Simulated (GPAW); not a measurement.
# Ge (Fmmm) in GPAW: notebook

The runs below take Ge through band structure, equation of state, with PBEsol, LDA.

All numbers are computed with GPAW 26.7.0; they aren't measurements. Logs are shortened: lines on timing, memory, paths and dates and some standing lists are left out, and cuts for length are marked. The log counts tension as positive stress, the text compression.

## 1. The crystal as given

Symmetry: Fmmm, No. 69, orthorhombic system. The conventional cell has a = 5.261 Å, b = 5.771 Å, c = 10.231 Å, α = 90.00°, β = 90.00°, γ = 90.00°. Ge (site symmetry m2m) is surrounded by 5 Ge at 2.61 to 2.73 Å. Ge (site symmetry mm2) has 6 Ge at 2.71 to 2.96 Å as nearest neighbours.

This isn't the form of Ge at room conditions, which is diamond.

## 2. Band structure, PBEsol

Contents of run.py:

```python
from ase import Atoms
from ase.dft.bandgap import bandgap
from ase.io import write
from ase.units import GPa
from gpaw import GPAW, PW, setup_paths

setup_paths.insert(0, '.')

atoms = Atoms(['Ge', 'Ge', 'Ge', 'Ge'],
              cell=[[0.0, 2.88574, 5.115665],
                    [2.630497, 0.0, 5.115665],
                    [2.630497, 2.88574, 0.0]],
              scaled_positions=[[0.72649, 0.27351, 0.72649],
                                [0.27351, 0.72649, 0.27351],
                                [0.218133, 0.218133, 0.781867],
                                [0.781867, 0.781867, 0.218133]],
              pbc=True)

calc = GPAW(mode=PW(600),
            xc='PBEsol',
            kpts={'size': (6, 6, 6), 'gamma': True},
            occupations={'name': 'fermi-dirac', 'width': 0.05},
            nbands=18,
            convergence={'density': 1e-05, 'energy': 1e-05},
            maxiter=150,
            txt='gpaw.txt')
atoms.calc = calc
energy = atoms.get_potential_energy()
forces = atoms.get_forces()
stress = atoms.get_stress()
calc.write('gs.gpw')
write('result.traj', atoms)
print(f'Energy: {energy:.6f} eV')
print('Forces (eV/A):')
print(forces.round(4))
print('Stress (GPa):', (stress / GPa).round(3))
print('Fermi level:', round(calc.get_fermi_level(), 4), 'eV')
print(f'Gap: {bandgap(calc)[0]:.4f} eV, direct: {bandgap(calc, direct=True)[0]:.4f} eV')

path = atoms.cell.bandpath('GYCDXGZD1HC,C1Z,XH1,HY,LG', npoints=80, eps=1e-4)
bs_calc = calc.fixed_density(kpts=path, symmetry='off', nbands=32,
                             convergence={'bands': 'CBM+6.0', 'eigenstates': 1e-6}, txt='bands.txt')
bs = bs_calc.band_structure()
bs.write('bs.json')
print(f'Gap on the path: {bandgap(bs_calc)[0]:.4f} eV')
```

Potentials or basis: PAW data sets generated in the run's folder for this functional, pw.

On the command line:

```console
> gpaw-setup -f PBEsol Ge
> OMP_NUM_THREADS=1 python run.py
```

gpaw.txt:

```text
__  _  _
 | _ |_)|_||  |
 |__||  | ||/\| - 26.7.0

Input parameters:
  mode=PW(ecut=600.0),
  convergence={'density': 1e-05, 'energy': 1e-05},
  kpts=MonkhorstPack(size=(6, 6, 6), gamma=True),
  maxiter=150,
  nbands=18,
  occupations=Occupations(name='fermi-dirac', width=0.05),
  xc=XC(name='PBEsol')

Diagonalizing LCAO Hamiltonian
Converting LCAO to pw mode

        Ge

         Ge

       Ge

        Ge

Atoms  # Å, Bohr magnetons
|   | symbol |        x |        y |        z |    initial magnetic moments |
|---|--------|----------|----------|----------|-----------------------------|
| 0 |     Ge | 2.630497 | 4.192923 | 5.115665 | ( 0.0000,  0.0000,  0.0000) |
| 1 |     Ge | 2.630497 | 1.578557 | 5.115665 | ( 0.0000,  0.0000,  0.0000) |
| 2 |     Ge | 2.630497 | 2.885740 | 2.231791 | ( 0.0000,  0.0000,  0.0000) |
| 3 |     Ge | 2.630497 | 2.885740 | 7.999539 | ( 0.0000,  0.0000,  0.0000) |

Unit cell  # Å
| periodic |        x |        y |        z |  lengths |    angles |
|----------|----------|----------|----------|----------|-----------|
|      yes | 0.000000 | 2.885740 | 5.115665 | 5.873459 | 72.057534 |
|      yes | 2.630497 | 0.000000 | 5.115665 | 5.752351 | 68.709205 |
|      yes | 2.630497 | 2.885740 | 0.000000 | 3.904742 | 39.233262 |

Number of symmetries: 8
Symmetry operations  # r_c * U_cc + t_c -> r_c
|   | kind |            matrix            |
|---|------|------------------------------|
| 0 |  σ   |  1, 0, 0,  1, 0,-1,  1,-1, 0 |
| 1 |  E   |  1, 0, 0,  0, 1, 0,  0, 0, 1 |
| 2 |  C2  |  0, 1,-1,  1, 0,-1,  0, 0,-1 |
| 3 |  σ   |  0, 1,-1,  0, 1, 0, -1, 1, 0 |
| 4 |  C2  |  0,-1, 1,  0,-1, 0,  1,-1, 0 |
| 5 |  σ   |  0,-1, 1, -1, 0, 1,  0, 0, 1 |
| 6 |  i   | -1, 0, 0,  0,-1, 0,  0, 0,-1 |
| 7 |  C2  | -1, 0, 0, -1, 0, 1, -1, 1, 0 |

BZ-sampling:
  Number of BZ points: 216
  Number of IBZ points: 46

  Monkhorst-Pack size: [6, 6, 6]
  Monkhorst-Pack shift: [0.08333333333333333, 0.08333333333333333, 0.08333333333333333]

K-points  # in reciprocal-cell coordinates
|     |                                coordinates |     weight |
|-----|--------------------------------------------|------------|
|   0 | (  0.00000000,   0.00000000,   0.00000000) | 0.00462963 |
|   1 | (  0.00000000,   0.16666667,   0.16666667) | 0.00925926 |
|   2 | (  0.00000000,   0.33333333,   0.33333333) | 0.00925926 |
|   3 | (  0.00000000,   0.50000000,   0.50000000) | 0.00462963 |
|   4 | (  0.16666667,  -0.33333333,   0.50000000) | 0.00925926 |
|   5 | (  0.16666667,   0.00000000,   0.16666667) | 0.00925926 |
|   6 | (  0.16666667,   0.16666667,   0.00000000) | 0.00925926 |
|   7 | (  0.16666667,   0.16666667,   0.16666667) | 0.03703704 |
|   8 | (  0.16666667,   0.16666667,   0.33333333) | 0.01851852 |
|   9 | (  0.16666667,   0.33333333,   0.16666667) | 0.01851852 |
| ... |                                            |            |
|  45 | (  0.50000000,   0.50000000,   0.50000000) | 0.01851852 |

Plane wave coefficients: 2616
Cutoff: 600.0 eV

Spin-components: 1 (collinear spins)
Bands:           18
Projectors:      20
Spin-degeneracy: 2
Datatype:        complex128

Parallelization:
  kpt:    1
  domain: 1
  band:   1

Density:
  Valence electrons: 16.0
  Components: 1
  Grid points: [35 35 35]
  Charge: 0.0  # |e|

Potential:
  Grid points: [35 35 35]

species:
  Ge:
    name:    Germanium
    Z:       32.0
    valence: 4
    core:    28
    charge:  0.0  # [|e|]
    compensation charges:
      type: gauss
      rc: 0.32  # [Å]
      lmax: 2
    cutoffs:
      filter: 1.77  # [Å]
      core: 3.42  # [Å]
    projectors
    | kind |    occ | energy [eV] | rcut [Å] |
    |------|--------|-------------|----------|
    |   4s |  2.000 |     -11.738 |    1.005 |
    |   4p |  2.000 |      -3.898 |    1.005 |
    |    s |        |      15.473 |    1.005 |
    |    p |        |      23.314 |    1.005 |
    |    d |        |       0.000 |    1.005 |

    Using partial waves for Ge as LCAO basis

Reference energy: -228223.039753  # eV

eigensolver:
  PPCG
  Converge bands: occupied
  niter=2

density mixing:
  MSR1-Mixer
  Pratt-step length: 0.05
  Maximum mixing coefficient: 0.75
  Old densities: 10
  SVD Regularization: 0.005
  Good broyden scale: 1.0
  Trust region scale: 1.0
  Backstep threshold: 4.0
  History deletion threshold: 6.0
  Fourier metric: weight=20.0, sigma=0.015

occupation numbers:
  Fermi-Dirac:
    width: 0.0500  # eV

poisson solver:
  ecut: 4800.0  # eV

xc functional:
  name: PBEsol with 2 nearest neighbor stencil

convergence criteria:
- Maximum integral of absolute [dens]ity change: 1e-05 electrons / valence electron
- Maximum [total energy] change in last 3 cyles: 1e-05 eV / valence electron
- Maximum integral of absolute [eigenst]ate change: 4e-08 eV^2 / valence electron
maximum number of iterations: 150

SCF iterations
|iter     | |      energy | eigst |  dens |
|---------|-|-------------|-------|-------|
|iter:   1| |  -19.027560 | -0.72 |       |
|iter:   2| |  -19.024475 | -3.06 | -1.17 |
|iter:   3| |  -18.991062 | -3.33 | -1.20 |
|iter:   4| |  -18.989048 | -4.17 | -1.77 |
|iter:   5| |  -18.989055 | -5.32 | -2.69 |
|iter:   6| |  -18.988995c| -6.04 | -3.00 |
|iter:   7| |  -18.988996c| -7.84c| -3.86 |
|iter:   8| |  -18.988996c| -8.31c| -4.44 |
|iter:   9| |  -18.988996c| -9.36c| -5.38c|

Converged in 9 steps
Energy contributions relative to reference atoms: (reference = -228223.039753)

Energy contributions:
  Kinetic:          26.929979
  Coulomb:         -24.341591
  Zero:             -0.015075
  External:          0.000000
  Xc:              -21.555541
  Entropy:          -0.013537
  Spinorbit:         0.000000
  ----------------------------
  Free energy:     -18.995764
  Extrapolated:    -18.988996

dipole moment: (0.000655, 0.000719, 0.001274)  # |e|*Ang

Fermi level: 7.373
Eigenvalues  # (at kpt = [0.000, 0.000, 0.000])
| band index |      eig [eV] | occ [0-2] |
|------------|---------------|-----------|
|          0 |        -5.636 |     2.000 |
|          1 |        -1.057 |     2.000 |
|          2 |         1.103 |     2.000 |
|          3 |         3.528 |     2.000 |
|          4 |         4.443 |     2.000 |
|          5 |         4.992 |     2.000 |
[... 10 lines left out ...]
|         16 |        15.197 |     0.000 |
|         17 |        15.830 |     0.000 |

No gap
No difference between direct/indirect transitions

Forces  # eV/Ang
|       x |        y |        z |
|---------|----------|----------|
| 0.00000 |  0.00787 |  0.00000 |  # Ge   0
| 0.00000 | -0.00787 |  0.00000 |  # Ge   1
| 0.00000 |  0.00000 |  0.01737 |  # Ge   2
| 0.00000 |  0.00000 | -0.01737 |  # Ge   3

Stress tensor  # eV/Ang^3
|        x |        y |        z |
|----------|----------|----------|
| 0.009533 | 0.000000 | 0.000000 |
| 0.000000 | 0.025692 | 0.000000 |
| 0.000000 | 0.000000 | 0.029617 |

# Writing to gs.gpw (mode='')
```

stdout:

```text
<dir> UserWarning: The angles between your unit-cell vectors are 72.1, 68.7 and 39.2 degrees.  Results may be wrong!  Please Niggli-reduce your unit-cell so that the angles are closer to 90 degrees:

  from ase.build import niggli_reduce
  niggli_reduce(atoms)

  warnings.warn(
<dir> UserWarning: Initial realspace grid (35,35,24) inconsistent with symmetries.
  warnings.warn(
<dir> UserWarning: Using symmetrized grid: (35,35,35).

  warnings.warn('Using symmetrized grid: ({},{},{}).\n'.format(*N_c))
Energy: -18.988996 eV
Forces (eV/A):
[[ 0.      0.0079  0.    ]
 [ 0.     -0.0079  0.    ]
 [ 0.      0.      0.0174]
 [ 0.      0.     -0.0174]]
Stress (GPa): [1.527 4.116 4.745 0.    0.    0.   ]
Fermi level: 7.3731 eV
Gap: 0.0000 eV, direct: 0.0000 eV
Gap on the path: 0.0000 eV
```

bands.txt:

```text
Diagonalizing LCAO Hamiltonian
Converting LCAO to pw mode
convergence criteria:
- Maximum integral of absolute [eigenst]ate change: 1e-06 eV^2 / valence electron
maximum number of iterations: 150

SCF iterations
|iter     | |      energy | eigst |  dens |
|---------|-|-------------|-------|-------|
|iter:   1| |             | +0.09 |       |
[... 84 lines left out ...]
         [0.4375    , 0.4375    , 0.4375    ],
         [0.375     , 0.375     , 0.375     ],
         [0.3125    , 0.3125    , 0.3125    ],
         [0.25      , 0.25      , 0.25      ],
         [0.1875    , 0.1875    , 0.1875    ],
         [0.125     , 0.125     , 0.125     ],
         [0.0625    , 0.0625    , 0.0625    ],
         [0.        , 0.        , 0.        ]])),
  maxiter=150,
  nbands=32,
  occupations=Occupations(name='fermi-dirac', width=0.05),
  symmetry=Symmetry(point_group=False, time_reversal=False),
  xc=XC(name='PBEsol')
```

Run time: 2.7 min. Hardware: 1 thread of Arm Neoverse V1, shared host; peak memory 0.41 GiB.

What came out:

- Free energy: -18.9958 eV
- Pressure: -3.5 GPa
- Largest force: 0.017 eV/Å
- Band gap along the path: none (metal or under the smearing width)

Forces on the atoms (eV/Å):
```
Ge   0.000  0.008  0.000
Ge   0.000 -0.008  0.000
Ge   0.000  0.000  0.017
Ge   0.000  0.000 -0.017
```

Levels at the corners of the path, in eV from the Fermi level:
| point | band 6 | band 7 | band 8 | band 9 | band 10 | band 11 | band 12 | band 13 |
| --- | --- | --- | --- | --- | --- | --- | --- | --- |
| Γ | -2.38 | -2.02 | -1.86 | -1.62 | 2.83 | 3.61 | 4.02 | 6.19 |
| Y | -4.16 | -3.22 | -2.69 | -1.30 | -0.88 | 3.52 | 4.68 | 6.99 |
| C | -2.78 | -2.71 | -2.45 | -1.06 | -0.55 | 2.81 | 3.62 | 7.58 |
| D | -5.18 | -3.49 | -2.08 | -1.87 | 2.72 | 3.65 | 3.90 | 5.92 |
| X | -5.28 | -3.51 | -2.10 | -1.88 | 2.71 | 3.74 | 4.00 | 5.86 |
| Γ | -2.38 | -2.02 | -1.86 | -1.62 | 2.83 | 3.61 | 4.02 | 6.19 |
| Z | -1.88 | -0.27 | 0.48 | 0.98 | 1.14 | 1.94 | 2.67 | 4.88 |
| D1 | -5.18 | -3.49 | -2.08 | -1.87 | 2.72 | 3.65 | 3.90 | 5.92 |
| H | -5.14 | -3.86 | -2.06 | -1.58 | 2.96 | 3.13 | 3.34 | 6.36 |
| C | -2.78 | -2.71 | -2.45 | -1.06 | -0.55 | 2.81 | 3.62 | 7.58 |
| C1 | -2.78 | -2.71 | -2.45 | -1.06 | -0.55 | 2.81 | 3.62 | 7.58 |
| Z | -1.88 | -0.27 | 0.48 | 0.98 | 1.14 | 1.94 | 2.67 | 4.88 |
| X | -5.28 | -3.51 | -2.10 | -1.88 | 2.71 | 3.74 | 4.00 | 5.86 |
| H1 | -5.14 | -3.86 | -2.06 | -1.58 | 2.96 | 3.13 | 3.34 | 6.36 |
| H | -5.14 | -3.86 | -2.06 | -1.58 | 2.96 | 3.13 | 3.34 | 6.36 |
| Y | -4.16 | -3.22 | -2.69 | -1.30 | -0.88 | 3.52 | 4.68 | 6.99 |
| L | -1.66 | -0.87 | 0.73 | 0.93 | 1.09 | 2.25 | 2.34 | 3.43 |
| Γ | -2.38 | -2.02 | -1.86 | -1.62 | 2.83 | 3.61 | 4.02 | 6.19 |

Caveat: the program warned that so skewed a cell can give wrong results.

## 3. Band structure, LDA

run.py: that of step 2 with these lines changed.

```diff
@@ -4,5 +4,3 @@
 from ase.units import GPa
-from gpaw import GPAW, PW, setup_paths
-
-setup_paths.insert(0, '.')
+from gpaw import GPAW, PW
 
@@ -19,3 +17,3 @@
 calc = GPAW(mode=PW(600),
-            xc='PBEsol',
+            xc='LDA',
             kpts={'size': (6, 6, 6), 'gamma': True},
```

Potentials or basis: the program's PAW data sets (release 1.2.1) made for this functional, pw.

On the command line:

```console
> OMP_NUM_THREADS=1 python run.py
```

Wall time 2.8 min (1 thread of Arm Neoverse V1, shared host); peak memory 0.41 GiB.

Results (log left out):

| Property | Result |
| --- | --- |
| Free energy | -19.9578 eV |
| Pressure | -5.1 GPa |
| Largest force | 0.021 eV/Å |
| Band gap along the path | none (metal or under the smearing width) |

Forces in eV/Å, atoms in the order of the input:
```
Ge   0.000  0.021  0.000
Ge   0.000 -0.021  0.000
Ge   0.000  0.000 -0.013
Ge   0.000  0.000  0.013
```

Stress tensor (GPa, compression positive):
```
-3.32  0.00  0.00
 0.00 -5.77  0.00
 0.00  0.00 -6.19
```

Levels at the corners of the path, in eV from the Fermi level:
```csv
point,band 6,band 7,band 8,band 9,band 10,band 11,band 12,band 13
Γ,-2.36,-2.00,-1.85,-1.61,2.95,3.75,3.98,6.13
Y,-4.10,-3.21,-2.68,-1.26,-0.84,3.46,4.61,7.00
C,-2.75,-2.69,-2.44,-1.02,-0.51,2.77,3.58,7.52
D,-5.13,-3.55,-2.06,-1.85,2.83,3.64,3.88,5.89
X,-5.22,-3.57,-2.07,-1.86,2.81,3.72,3.97,5.84
Γ,-2.36,-2.00,-1.85,-1.61,2.95,3.75,3.98,6.13
Z,-1.85,-0.27,0.42,0.99,1.08,1.94,2.66,4.97
D1,-5.13,-3.55,-2.06,-1.85,2.83,3.64,3.88,5.89
H,-5.09,-3.90,-2.03,-1.58,3.07,3.12,3.34,6.31
C,-2.75,-2.69,-2.44,-1.02,-0.51,2.77,3.58,7.52
C1,-2.75,-2.69,-2.44,-1.02,-0.51,2.77,3.58,7.52
Z,-1.85,-0.27,0.42,0.99,1.08,1.94,2.66,4.97
X,-5.22,-3.57,-2.07,-1.86,2.81,3.72,3.97,5.84
H1,-5.09,-3.90,-2.03,-1.58,3.07,3.12,3.34,6.31
H,-5.09,-3.90,-2.03,-1.58,3.07,3.12,3.34,6.31
Y,-4.10,-3.21,-2.68,-1.26,-0.84,3.46,4.61,7.00
L,-1.65,-0.84,0.74,0.94,1.13,2.23,2.32,3.41
Γ,-2.36,-2.00,-1.85,-1.61,2.95,3.75,3.98,6.13
```

Caveat: the program warned that so skewed a cell can give wrong results.

## 4. Equation of state, LDA

Contents of run.py:

```python
from ase import Atoms
from ase.eos import EquationOfState
from ase.io import Trajectory
from ase.units import GPa
from gpaw import GPAW, PW

atoms = Atoms(['Ge', 'Ge', 'Ge', 'Ge'],
              cell=[[0.0, 2.88574, 5.115665],
                    [2.630497, 0.0, 5.115665],
                    [2.630497, 2.88574, 0.0]],
              scaled_positions=[[0.72649, 0.27351, 0.72649],
                                [0.27351, 0.72649, 0.27351],
                                [0.218133, 0.218133, 0.781867],
                                [0.781867, 0.781867, 0.218133]],
              pbc=True)

traj = Trajectory('eos.traj', 'w')
volumes, energies = [], []
for x in [0.94, 0.96, 0.98, 1.0, 1.02, 1.04, 1.06]:
    a = atoms.copy()
    a.set_cell(atoms.cell * x**(1 / 3), scale_atoms=True)
    calc = GPAW(mode=PW(600),
                xc='LDA',
                kpts={'size': (6, 6, 6), 'gamma': True},
                occupations={'name': 'fermi-dirac', 'width': 0.05},
                nbands=18,
                convergence={'density': 1e-05, 'energy': 1e-05},
                maxiter=150,
                txt=f'eos-{x:.2f}.txt')
    a.calc = calc
    energies.append(a.get_potential_energy(force_consistent=True))
    volumes.append(a.get_volume())
    p = -a.get_stress()[:3].mean() / GPa
    calc.write(f'eos-{x:.2f}.gpw')
    traj.write(a)
    print(f'{x:.2f} {volumes[-1]:10.4f} A^3 {energies[-1]:14.6f} eV {p:9.3f} GPa', flush=True)

v0, e0, B = EquationOfState(volumes, energies, eos='birchmurnaghan').fit()
print(f'V0 = {v0:.4f} A^3, E0 = {e0:.6f} eV, B0 = {B / GPa:.2f} GPa')
```

On the command line:

```console
> OMP_NUM_THREADS=1 python run.py
```

Wall time 7.8 min (1 thread of Arm Neoverse V1, shared host); peak memory 0.45 GiB.

The run converged. Its results:

* Equilibrium volume: 18.08 Å³/atom (rough: see the caveat)
* Bulk modulus at fixed shape and positions: 83 GPa (rough)

Energy against volume, from the lowest point:
| volume (Å³/atom) | energy (meV/atom) |
| --- | --- |
| 18.251 | 0.00 |
| 18.640 | 3.88 |
| 19.028 | 11.42 |
| 19.416 | 22.20 |
| 19.805 | 35.83 |
| 20.193 | 52.00 |
| 20.581 | 70.43 |

Caveat: the minimum lies outside the volumes run; the cell was scaled at fixed shape and fractional positions, which overstates the stiffness of a crystal with free parameters, most of all of layers and chains; the program warned that so skewed a cell can give wrong results.
